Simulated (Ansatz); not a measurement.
**Ni: which magnetic state does the SCF reach?**

Wanted: the lowest electronic state of Ni in this cell. One SCF may end in a higher state, so several starts are tried. We look at Ni: its experimental structure (space group Fm-3m, primitive cell doubled), with 2 atoms per cell. Source: COD entry 9012983, which need not be the ambient phase.

Computed with Ansatz 0.2.0 (DFT r2SCAN, PAW, plane waves, scalar-relativistic, unless a step's input says otherwise).

### Step 1. Starting point

It takes space group Fm-3m (No. 225, cubic). Conventional cell: a = 3.535 Å, b = 3.535 Å, c = 3.535 Å, α = 90.00°, β = 90.00°, γ = 90.00°. Around Ni (site symmetry m-3m) lie 12 Ni at 2.50 Å.

As a file:

```
Ni
1.0
    -1.76730   -3.53460   -1.76730
    -1.76730    0.00000   -1.76730
     1.76730    0.00000   -1.76730
Ni
2
Direct
  0.00000 0.00000 0.00000
  0.50000 0.00000 0.50000
```

In tables a label like Ni2 counts atoms in the order of input.yaml; a structure file may count by element.

First come: parallel moments, plain SCF; opposed moments +-, plain SCF; no spin polarisation; spin on, no moments given (the program may seed its own), plain SCF. What is tried next depends on their ends.

A plain SCF has the search for lower states switched off and ends at the first converged state. 

Site moments are integrals over atomic spheres and don't add up to the total.

### Step 2. Parallel moments, plain SCF

File input.yaml:

```yaml
crystal:
  lattice:
    - [-1.7673, -3.5346, -1.7673]
    - [-1.7673, 0.0, -1.7673]
    - [1.7673, 0.0, -1.7673]
  atoms:
    - { symbol: Ni, position: [0.0, 0.0, 0.0], spin: 2.0 }
    - { symbol: Ni, position: [0.5, 0.0, 0.5], spin: 2.0 }
magnetization:
  spin_polarized: true
hamiltonian:
  xc: r2scan
  pseudopotentials: { kind: paw }
basis:
  ecutwfc: 500
kpoints:
  mp_grid: { grid: [8, 14, 11] }
scf:
  occupations: { method: fermi_dirac, width: 0.1 }
  lower_state_search: "off"
output:
  forces: true
  stress: true
```

Launch:

```sh
$ ansatz run input.yaml --threads 2 --pin off --max-ram 5120MiB --backend cpu --events-out ev --progress --plain --runs-dir out
```

Standard output, shortened:

```text
Warning: crystal.symmetry: narrowed to the stabiliser of the k-point mesh — unitary ops 32 → 8; excluded 24 operations that carry a point of the 8×14×11 mesh (shift [0, 0, 0]) off the mesh (the run samples exactly the mesh kpoints.mp_grid names, as under crystal.symmetry.detect: false, [...]
Pseudopotentials: kind: paw
Pseudopotential: Ni, paw, valence charge 18, recommended cutoff 500 eV (meta_gga), Ni.paw.azcp
Functional definition: r2SCAN
[...]
Crystal: 2 atoms, lattice volume = 22.080 Å³
Basis set: ecut = 500 eV, 569 PW (Γ), exchange–correlation on 128×80×80 points (64 copies of the dense FFT grid, shifted against one another)
Bands: 24, of which v1, the nominal top of the filled ones, is band 18 counted from 1 (17 counted from 0)
Symmetry: 8 space group operations
k-points: 348 of 1232
[...]
Starting moments: Σ|m| = 4 μB on 2 of 2 sites
[...]
SCF iter   1: F=-11690.397431 eV  HF=-11689.772687 eV  |F-HF|=6.25e-1  |Δ(HF+E_count)|=         —  Δρ=1.13e-1 (↑9.08e-2 ↓1.13e-1)  dr2=6.21e-2  dr2_τ=3.40e-2  dr2_m=2.07e0  M=2.054 μB ∫|m|=2.340 μB  β_m=0.62  ethr=1.73e-4  ⟨swp⟩=1.6  Hψ=89837  notcnv=0
[...]
spin-set hold released at iteration 1 (the charge has settled, or the pull on large starting moments outlasts its swing): the magnetisation degrees of freedom join the quasi-Newton model from the next iteration; the mixer history was flushed
[...]
SCF iter  14: F=-11690.588677 eV  HF=-11690.588677 eV  |F-HF|=6.79e-8  |Δ(HF+E_count)|=   4.53e-7  Δρ=5.64e-6 (↑3.40e-6 ↓5.64e-6)  dr2=7.64e-9  dr2_τ=4.91e-11  dr2_m=3.36e-10  M=1.515 μB ∫|m|=1.864 μB  ethr=6.40e-11  ⟨swp⟩=4.9  Hψ=63250  notcnv=0
[...]
this state was not tested for a lower state beside it, because the mixer in use, unlike msr1, does not test its closes by its own steps (another_mixer; see scf.mixing.algorithm and scf.lower_state_search)
SCF converged after 14 iterations
Magnetization: 1.5148 μB (18.7574 up, 17.2426 down)
Absolute magnetization: 1.8666 μB (∫|ρ↑−ρ↓|, with the PAW one-centre terms)
Spin contamination: 0.0449 ħ² per cell (⟨S²⟩ above its minimum at these occupations)
Per-site moments (μB) at R_I (Å): [(0.8267410832447215, 1.030977596872563), (0.8267410832447215, 1.030977596872563)]
Free energy (F): -11690.588677 eV
[...]
E sigma→0 (E₀):  -11690.546511 eV
Entropy (-TS):   -0.084332 eV (-42.166 meV/atom)
Fermi energy:    17.780005 eV
[...]
--- Forces (eV/Å), atoms counted from 1 ---
  atom   1  Ni     0.00000000    -0.00000000    -0.00000000
  atom   2  Ni     0.00000000    -0.00000000    -0.00000000
[...]
--- Stress (GPa, compression-positive) ---
       -9.110596      -0.026372      -0.100601
       -0.026386      -9.156662      -0.026386
       -0.100601      -0.026372      -9.110596
  P = ⅓ Tr σ = -9.1260 GPa (-91.260 kbar)
```

Wall time 39 s (2 threads of Arm Neoverse V2, shared host); peak memory 0.63 GiB.

The state reached is ferromagnetic, site moments Ni1 0.83, Ni2 0.83 μB, total 1.51 μB per cell, no gap on the k-mesh.

### Step 3. Opposed moments +-, plain SCF

Changes to input.yaml since step 2:

```diff
@@ -7,3 +7,3 @@
     - { symbol: Ni, position: [0.0, 0.0, 0.0], spin: 2.0 }
-    - { symbol: Ni, position: [0.5, 0.0, 0.5], spin: 2.0 }
+    - { symbol: Ni, position: [0.5, 0.0, 0.5], spin: -2.0 }
 magnetization:
```

Launch:

```sh
$ ansatz run input.yaml --threads 2 --pin off --max-ram 5120MiB --backend cpu --events-out ev --progress --plain --runs-dir out
```

Standard output:

```text
Warning: crystal.symmetry: narrowed to the stabiliser of the k-point mesh — unitary ops 16 → 4; excluded 12 operations that carry a point of the 8×14×11 mesh (shift [0, 0, 0]) off the mesh (the run samples exactly the mesh kpoints.mp_grid names, as under crystal.symmetry.detect: false, and its converged state has the mesh's symmetry, not the crystal's; ε∞, the Born charges and the force constants of a linear response (`dielectric:` by the response, `phonons.method: dfpt`) are averaged over those of the crystal's operations that the state keeps within a tolerance, where `mesh_tensors`, `unaveraged_element` or `gamma_mean_max_change_ev_ang2` stands beside them; a row that `dielectric.field_direction` solves alone is averaged likewise, with nothing beside; a Γ-centred mesh of equal divisions is mapped onto itself by every operation and keeps the whole group, as does a half-shifted one under kpoints.further_shifts: images)
[... 12 lines as in an earlier run ...]
Symmetry: 4 space group operations
[... 6 lines as in an earlier run ...]
Starting moments: Σ|m| = 4 μB on 2 of 2 sites
[... 2 lines as in an earlier run ...]
spin-down is spin-up translated by (0.5, 0, 0.5): one eigenproblem is solved per k-point and the antiferromagnetic symmetry of the starting moments is kept exactly by this SCF (crystal.symmetry.spin_inversion_symmetry: false solves both channels; [...]
iter 1 solved again at ethr=4.00e-4 eV; its pass at ethr=3.10e-3 eV (dr2=1.44e-1 eV) is discarded
SCF iter   1: F=-11689.932931 eV  HF=-11689.311323 eV  |F-HF|=6.22e-1  |Δ(HF+E_count)|=         —  Δρ=1.21e-1 (↑1.21e-1 ↓1.21e-1)  dr2=1.43e-1  dr2_τ=3.66e-2  dr2_m=2.90e0  M=0.000 μB ∫|m|=2.090 μB  β_m=0.30  ethr=4.00e-4  ⟨swp⟩=1.3  Hψ=45766  notcnv=0
Mixer restart at iter 1: flushing history
preconditioner: auto → none  [metal: Δε(μ)=0.000 eV  Ē_g=12.230 eV  σ=0.100 eV  W_gap=0.00  n_scr=6 (ndim 8)  ℏωp=35.3 eV  f_vac=0.000  D(μ)=5.14/eV (n_scr^D=106)  sad-step TF]
[... 1 line as in an earlier run ...]
SCF iter   2: F=-11690.063371 eV  HF=-11689.738642 eV  |F-HF|=3.25e-1  |Δ(HF+E_count)|=   4.27e-1  Δρ=1.02e-1 (↑1.02e-1 ↓1.02e-1)  dr2=1.07e-1  dr2_τ=8.05e-3  dr2_m=2.06e0  M=0.000 μB ∫|m|=1.874 μB  β_m=0.30  ethr=3.98e-4  ⟨swp⟩=2.8  Hψ=16108  notcnv=0  κ⁻¹=1.0e0(r=1)
SCF iter   3: F=-11690.211539 eV  HF=-11690.356528 eV  |F-HF|=1.45e-1  |Δ(HF+E_count)|=   6.18e-1  Δρ=3.17e-2 (↑3.17e-2 ↓3.17e-2)  dr2=1.65e-1  dr2_τ=1.35e-3  dr2_m=9.82e-2  M=0.000 μB ∫|m|=0.852 μB  β_m=0.30  ethr=2.98e-4  ⟨swp⟩=3.1  Hψ=22359  notcnv=0  defer=192  κ⁻¹=1.2e-2(r=2)
SCF iter   4: F=-11690.354489 eV  HF=-11690.329216 eV  |F-HF|=2.53e-2  |Δ(HF+E_count)|=   2.73e-2  Δρ=1.94e-2 (↑1.94e-2 ↓1.94e-2)  dr2=1.59e-2  dr2_τ=8.20e-4  dr2_m=5.54e-2  M=0.000 μB ∫|m|=0.738 μB  β_m=0.30  ethr=2.98e-4  ⟨swp⟩=2.6  Hψ=17428  notcnv=0  defer=203  κ⁻¹=5.4e-3(r=3)
SCF iter   5: F=-11690.376071 eV  HF=-11690.346830 eV  |F-HF|=2.92e-2  |Δ(HF+E_count)|=   1.76e-2  Δρ=7.88e-3 (↑7.88e-3 ↓7.88e-3)  dr2=3.86e-3  dr2_τ=1.73e-4  dr2_m=7.78e-3  M=0.000 μB ∫|m|=0.493 μB  β_m=0.30  ethr=4.42e-5  ⟨swp⟩=2.1  Hψ=16741  notcnv=0  defer=204  κ⁻¹=2.1e-3(r=4)
SCF iter   6: F=-11690.382666 eV  HF=-11690.372846 eV  |F-HF|=9.82e-3  |Δ(HF+E_count)|=   2.60e-2  Δρ=4.36e-3 (↑4.36e-3 ↓4.36e-3)  dr2=3.45e-3  dr2_τ=1.88e-5  dr2_m=1.97e-3  M=0.000 μB ∫|m|=0.389 μB  β_m=0.30  ethr=1.07e-5  ⟨swp⟩=2.1  Hψ=18665  notcnv=0  defer=211  κ⁻¹=1.2e-4(r=5)
SCF iter   7: F=-11690.384632 eV  HF=-11690.383710 eV  |F-HF|=9.21e-4  |Δ(HF+E_count)|=   1.09e-2  Δρ=2.25e-3 (↑2.25e-3 ↓2.25e-3)  dr2=1.33e-3  dr2_τ=6.76e-6  dr2_m=4.03e-4  M=0.000 μB ∫|m|=0.436 μB  β_m=0.30  ethr=9.57e-6  ⟨swp⟩=2.0  Hψ=17039  notcnv=0  defer=211  κ⁻¹=6.0e-5(r=6)
SCF iter   8: F=-11690.385255 eV  HF=-11690.385056 eV  |F-HF|=1.99e-4  |Δ(HF+E_count)|=   1.35e-3  Δρ=7.70e-4 (↑7.70e-4 ↓7.70e-4)  dr2=5.06e-5  dr2_τ=2.31e-6  dr2_m=8.78e-5  M=0.000 μB ∫|m|=0.464 μB  β_m=0.30  ethr=3.69e-6  ⟨swp⟩=2.0  Hψ=15235  notcnv=0  defer=211  κ⁻¹=5.6e-6(r=7)
SCF iter   9: F=-11690.385466 eV  HF=-11690.385414 eV  |F-HF|=5.21e-5  |Δ(HF+E_count)|=   3.58e-4  Δρ=6.22e-4 (↑6.22e-4 ↓6.22e-4)  dr2=4.83e-5  dr2_τ=3.21e-7  dr2_m=5.88e-5  M=0.000 μB ∫|m|=0.461 μB  β_m=0.30  ethr=1.41e-7  ⟨swp⟩=2.2  Hψ=15297  notcnv=0  defer=211  κ⁻¹=8.5e-7(r=8)
SCF iter  10: F=-11690.385500 eV  HF=-11690.385499 eV  |F-HF|=8.54e-7  |Δ(HF+E_count)|=   8.56e-5  Δρ=5.10e-4 (↑5.10e-4 ↓5.10e-4)  dr2=5.55e-5  dr2_τ=2.26e-7  dr2_m=3.27e-5  M=0.000 μB ∫|m|=0.467 μB  β_m=0.30  ethr=1.34e-7  ⟨swp⟩=2.0  Hψ=11433  notcnv=0  defer=211  κ⁻¹=1.3e-7(r=8)
SCF iter  11: F=-11690.385540 eV  HF=-11690.385541 eV  |F-HF|=1.83e-6  |Δ(HF+E_count)|=   4.19e-5  Δρ=3.22e-4 (↑3.22e-4 ↓3.22e-4)  dr2=2.21e-5  dr2_τ=1.15e-7  dr2_m=1.30e-5  M=0.000 μB ∫|m|=0.475 μB  β_m=0.30  ethr=1.34e-7  ⟨swp⟩=2.4  Hψ=11277  notcnv=0  defer=211  κ⁻¹=1.0e-6(r=8)
SCF iter  12: F=-11690.385572 eV  HF=-11690.385568 eV  |F-HF|=3.68e-6  |Δ(HF+E_count)|=   2.65e-5  Δρ=1.71e-4 (↑1.71e-4 ↓1.71e-4)  dr2=7.99e-6  dr2_τ=2.66e-8  dr2_m=2.28e-6  M=0.000 μB ∫|m|=0.483 μB  β_m=0.30  ethr=6.15e-8  ⟨swp⟩=2.0  Hψ=14231  notcnv=0  defer=211  κ⁻¹=5.6e-7(r=8)
SCF iter  13: F=-11690.385575 eV  HF=-11690.385573 eV  |F-HF|=2.35e-6  |Δ(HF+E_count)|=   4.99e-6  Δρ=9.68e-5 (↑9.68e-5 ↓9.68e-5)  dr2=2.51e-6  dr2_τ=1.05e-8  dr2_m=7.54e-7  M=0.000 μB ∫|m|=0.485 μB  β_m=0.30  ethr=2.22e-8  ⟨swp⟩=2.5  Hψ=12158  notcnv=0  defer=211  κ⁻¹=1.2e-6(r=8)
SCF iter  14: F=-11690.385577 eV  HF=-11690.385577 eV  |F-HF|=2.35e-7  |Δ(HF+E_count)|=   4.13e-6  Δρ=3.24e-5 (↑3.24e-5 ↓3.24e-5)  dr2=8.93e-8  dr2_τ=1.86e-9  dr2_m=1.70e-7  M=0.000 μB ∫|m|=0.487 μB  β_m=0.30  ethr=2.78e-10  ⟨swp⟩=4.2  Hψ=41590  notcnv=0  κ⁻¹=3.6e-6(r=8)
SCF iter  15: F=-11690.385578 eV  HF=-11690.385577 eV  |F-HF|=5.48e-7  |Δ(HF+E_count)|=   9.61e-8  Δρ=3.95e-5 (↑3.95e-5 ↓3.95e-5)  dr2=4.52e-7  dr2_τ=1.42e-9  dr2_m=1.18e-7  M=0.000 μB ∫|m|=0.488 μB  β_m=0.30  ethr=2.48e-10  ⟨swp⟩=5.0  Hψ=32543  notcnv=0  κ⁻¹=2.2e-6(r=8)
SCF iter  16: F=-11690.385578 eV  HF=-11690.385578 eV  |F-HF|=1.73e-7  |Δ(HF+E_count)|=   9.56e-7  Δρ=2.30e-5 (↑2.30e-5 ↓2.30e-5)  dr2=6.87e-9  dr2_τ=9.69e-10  dr2_m=9.75e-8  M=0.000 μB ∫|m|=0.487 μB  β_m=0.30  ethr=2.48e-10  ⟨swp⟩=3.4  Hψ=37539  notcnv=0  κ⁻¹=7.1e-7(r=8)
SCF iter  17: F=-11690.385578 eV  HF=-11690.385578 eV  |F-HF|=1.72e-7  |Δ(HF+E_count)|=   2.99e-7  Δρ=2.21e-5 (↑2.21e-5 ↓2.21e-5)  dr2=1.06e-8  dr2_τ=8.70e-10  dr2_m=8.79e-8  M=0.000 μB ∫|m|=0.487 μB  β_m=0.30  ethr=1.91e-11  ⟨swp⟩=4.4  Hψ=29560  notcnv=0  κ⁻¹=7.4e-6(r=8)
SCF iter  18: F=-11690.385580 eV  HF=-11690.385580 eV  |F-HF|=8.51e-8  |Δ(HF+E_count)|=   1.76e-6  Δρ=2.20e-5 (↑2.20e-5 ↓2.20e-5)  dr2=1.23e-7  dr2_τ=6.12e-10  dr2_m=4.16e-8  M=0.000 μB ∫|m|=0.487 μB  β_m=0.30  ethr=1.91e-11  ⟨swp⟩=5.3  Hψ=35454  notcnv=0  κ⁻¹=2.2e-6(r=8)
iter 19 did not close the SCF: its close was put off for a magnetic moment that had not settled (scf_convergence_deferred on its scf_iter line)
SCF iter  19: F=-11690.385581 eV  HF=-11690.385581 eV  |F-HF|=5.13e-8  |Δ(HF+E_count)|=   8.16e-7  Δρ=1.17e-5 (↑1.17e-5 ↓1.17e-5)  dr2=6.32e-9  dr2_τ=3.39e-10  dr2_m=2.14e-8  M=0.000 μB ∫|m|=0.487 μB  β_m=0.30  ethr=1.91e-11  ⟨swp⟩=2.8  Hψ=38960  notcnv=0  κ⁻¹=2.2e-6(r=8)
iter 20 did not close the SCF: its close was put off for a magnetic moment that had not settled (scf_convergence_deferred on its scf_iter line)
SCF iter  20: F=-11690.385581 eV  HF=-11690.385581 eV  |F-HF|=4.44e-8  |Δ(HF+E_count)|=   3.53e-7  Δρ=9.32e-6 (↑9.32e-6 ↓9.32e-6)  dr2=1.61e-8  dr2_τ=1.52e-10  dr2_m=1.04e-8  M=0.000 μB ∫|m|=0.487 μB  β_m=0.30  ethr=1.76e-11  ⟨swp⟩=2.6  Hψ=37419  notcnv=0  κ⁻¹=1.3e-5(r=8)
iter 21 did not close the SCF: its close was put off for a magnetic moment that had not settled (scf_convergence_deferred on its scf_iter line)
SCF iter  21: F=-11690.385581 eV  HF=-11690.385581 eV  |F-HF|=1.01e-8  |Δ(HF+E_count)|=   1.86e-7  Δρ=4.79e-6 (↑4.79e-6 ↓4.79e-6)  dr2=2.11e-9  dr2_τ=4.61e-11  dr2_m=3.43e-9  M=0.000 μB ∫|m|=0.487 μB  β_m=0.30  ethr=1.76e-11  ⟨swp⟩=2.7  Hψ=37245  notcnv=0  κ⁻¹=2.2e-4(r=8)
iter 22 did not close the SCF: its close was put off for a magnetic moment that had not settled (scf_convergence_deferred on its scf_iter line)
SCF iter  22: F=-11690.385581 eV  HF=-11690.385581 eV  |F-HF|=4.89e-9  |Δ(HF+E_count)|=   2.68e-8  Δρ=2.90e-6 (↑2.90e-6 ↓2.90e-6)  dr2=8.49e-10  dr2_τ=1.40e-11  dr2_m=1.17e-9  M=0.000 μB ∫|m|=0.487 μB  β_m=0.30  ethr=5.86e-12  ⟨swp⟩=2.5  Hψ=33088  notcnv=0  κ⁻¹=4.9e-5(r=8)
SCF iter  23: F=-11690.385581 eV  HF=-11690.385581 eV  |F-HF|=2.11e-9  |Δ(HF+E_count)|=   6.53e-9  Δρ=2.02e-6 (↑2.02e-6 ↓2.02e-6)  dr2=9.26e-11  dr2_τ=8.19e-12  dr2_m=7.14e-10  M=0.000 μB ∫|m|=0.487 μB  ethr=2.36e-12  ⟨swp⟩=2.0  Hψ=29526  notcnv=0
SCF 1 converged in 23 iterations: F = -11690.385581 eV  dr2 = 9.26e-11
[... 1 line as in an earlier run ...]
SCF converged after 23 iterations
Magnetization: 0.0000 μB (18.0000 up, 18.0000 down)
Absolute magnetization: 0.4874 μB (∫|ρ↑−ρ↓|, with the PAW one-centre terms)
Spin contamination: 0.1527 ħ² per cell (⟨S²⟩ above its minimum at these occupations)
Per-site moments (μB) at R_I (Å): [(0.23842014781748525, 1.030977596872563), (-0.23842014781748525, 1.030977596872563)]
Free energy (F): -11690.385581 eV
Harris-Foulkes:  -11690.385581 eV  (|F-HF|=2.11e-9)
Internal energy: -11690.236925 eV  (E = F + TS)
E sigma→0 (E₀):  -11690.311253 eV
Entropy (-TS):   -0.148656 eV (-74.328 meV/atom)
Fermi energy:    17.449844 eV
--- Per-component energies (eV) ---
  E_band       = -628.740995
  E_kinetic    = 563.625152
  E_local      = -6939.502075  (includes V_loc(G=0)·N_el)
  E_nonlocal   = 1282.631972
  E_hartree    = 2902.118336
  E_xc         = -156.739749
  E_vxc        = -232.583776  (∫ρ·V_xc dr)
  E_paw        = -3289.995321  (= ΣΔE_a)
  E_vpaw       = -1124.347088  (= ΣTr[D̂ρ^β])
  E_aug_tail   = 0.000447  (compensation charges beyond the density's cutoff)
  E_vtau       = 17.196943  (kinetic-family band-sum trace: ∫τ·v_τ [+ j·A + Jᵃ·Aᵃ] dr)
  E_ewald      = -6051.775548
  E_core_change = -0.600137  (= ΣΔE_core)
  E_smearing   = -0.148656  (= −TS)
  E_closure    = -0.000000  (closes the sum)
  Σ components = -11690.385581   (vs F -11690.385581, Δ=0.00e0)
--- Forces (eV/Å), atoms counted from 1 ---
  atom   1  Ni     0.00000000     0.00000000    -0.00000000
  atom   2  Ni     0.00000000     0.00000000    -0.00000000
  max |Σ_I F_I| component: 5.05e-29 eV/Å
--- Stress (GPa, compression-positive) ---
      -11.186534      -0.004789      -0.125630
       -0.004766     -11.249199      -0.004766
       -0.125630      -0.004789     -11.186534
  P = ⅓ Tr σ = -11.2074 GPa (-112.074 kbar)
```

It took 36 s on 2 threads of Arm Neoverse V2, shared host; peak memory 0.59 GiB.

End: antiferromagnetic (magnetic neighbours of Ni1 with a moment over 0.3 of its own that point the other way: 8 of 12 at 2.50 Å, 0 of 6 at 3.53 Å), site moments Ni1 0.24, Ni2 -0.24 μB, total 0.00 μB per cell, no gap on the k-mesh. Against step 2, the lowest until now, it is 102 meV/atom higher.

### Step 4. No spin polarisation

Changes to input.yaml since step 3:

```diff
@@ -6,6 +6,4 @@
   atoms:
-    - { symbol: Ni, position: [0.0, 0.0, 0.0], spin: 2.0 }
-    - { symbol: Ni, position: [0.5, 0.0, 0.5], spin: -2.0 }
-magnetization:
-  spin_polarized: true
+    - { symbol: Ni, position: [0.0, 0.0, 0.0] }
+    - { symbol: Ni, position: [0.5, 0.0, 0.5] }
 hamiltonian:
@@ -23 +21,5 @@
   stress: true
+  write_density: true
+  write_potential: true
+  elf: true
+  volumetric_format: npy
```

Launch:

```sh
$ ansatz run input.yaml --threads 2 --pin off --max-ram 5120MiB --backend cpu --events-out ev --progress --plain --runs-dir out
```

Standard output, shortened:

```text
[... 12 lines as in an earlier run ...]
Bands: 22, of which v1, the nominal top of the filled ones, is band 18 counted from 1 (17 counted from 0)
[... 6 lines as in an earlier run ...]
[...]
[... 2 lines as in an earlier run ...]
SCF iter   1: F=-11690.361963 eV  HF=-11690.281842 eV  |F-HF|=8.01e-2  |Δ(HF+E_count)|=         —  Δρ=1.93e-2  dr2=4.60e-2  dr2_τ=5.71e-2  ethr=1.77e-3  ⟨swp⟩=5.2  Hψ=30036  notcnv=0
[...]
SCF iter   9: F=-11690.378826 eV  HF=-11690.378826 eV  |F-HF|=9.82e-10  |Δ(HF+E_count)|=   1.84e-8  Δρ=3.59e-6  dr2=1.81e-9  dr2_τ=1.66e-11  ethr=2.78e-10  ⟨swp⟩=9.5  Hψ=57689  notcnv=0
[...]
SCF converged after 9 iterations
Free energy (F): -11690.378826 eV
[...]
E sigma→0 (E₀):  -11690.292323 eV
Entropy (-TS):   -0.173006 eV (-86.503 meV/atom)
Fermi energy:    17.424712 eV
[...]
--- Forces (eV/Å), atoms counted from 1 ---
  atom   1  Ni     0.00000000     0.00000000    -0.00000000
  atom   2  Ni     0.00000000     0.00000000    -0.00000000
[...]
--- Stress (GPa, compression-positive) ---
      -11.506260      -0.000878      -0.052694
       -0.000878     -11.687810      -0.000878
       -0.052694      -0.000878     -11.506260
  P = ⅓ Tr σ = -11.5668 GPa (-115.668 kbar)
--- Band table (eV; the first three rows and the last of 348) ---
  k-point 0: bands = ["-89.2165", "-89.1729", "-48.2150", "-48.0893", "-48.0879", "-48.0096", "-48.0082", "-48.0068", "8.2476", "13.0175", "13.6733", "15.5616", "15.5621", "15.5626", "16.5836", "16.5868", "17.3103", "17.5978", "17.5990", "20.0329", "27.1368", "32.9289"]
[...]
```

Run time: 14 s. Hardware: 2 threads of Arm Neoverse V2, shared host; peak memory 0.5 GiB.

The state reached is non-magnetic (no spin polarisation), no gap on the k-mesh. It lies 105 meV/atom above the lowest state so far (step 2).

The maps below are laid out on this run's own conventional cell (a, b, c = 3.535, 3.535, 3.535 Å).

Density in a lattice plane of the grid's cell (edges 3.53 and 3.53 Å, at 0.000 of the third edge), which holds Ni.

Ten even steps from ' ' (0.17 e/Å³) to '@' (60.75 e/Å³):
```
##++--..                                  ..--++
--::..                                      ..::
....                                          ..
                                                
                                                
                                                
                      ......                    
                    ..::--::..                  
                  ..--++##++--..                
                  ::==##@@##==::                
                  ..--++##++--..                
                    ..::--::..                  
                      ......                    
                                                
                                                
                                                
....                                          ..
--::..                                      ..::
##++--..                                  ..--++
@@##==::                                  ::==##
```
Columns run along the first of these edges and rows up along the second, over one cell in 24 and 20 even steps from the bottom left corner. Atoms in the plane (fractional): Ni at (0.00, 0.00), Ni at (0.50, 0.50).

ELF in the same plane.

Ten even steps from '0' (0.17) to '9' (0.73):
```
875321000111111100012357
554210000111111100001245
332100001100000110000123
111000011000000011000011
000000100000000000100000
000011000011111000011000
000110000123332100001100
111100001245554210000111
111100012357875321000111
111000012468986421000011
111100012357875321000111
111100001245554210000111
000110000123332100001100
000011000011111000011000
000000100000000000100000
111000011000000011000011
332100001100000110000123
554210000111111100001245
875321000111111100012357
986421000011111000012468
```
Columns run along the first of these edges and rows up along the second, over one cell in 24 and 20 even steps from the bottom left corner. Atoms in the plane (fractional): Ni at (0.00, 0.00), Ni at (0.50, 0.50).

Both are smooth fields of the valence electrons: close to the nuclei they are not physical.

[end of part 1 of 2]
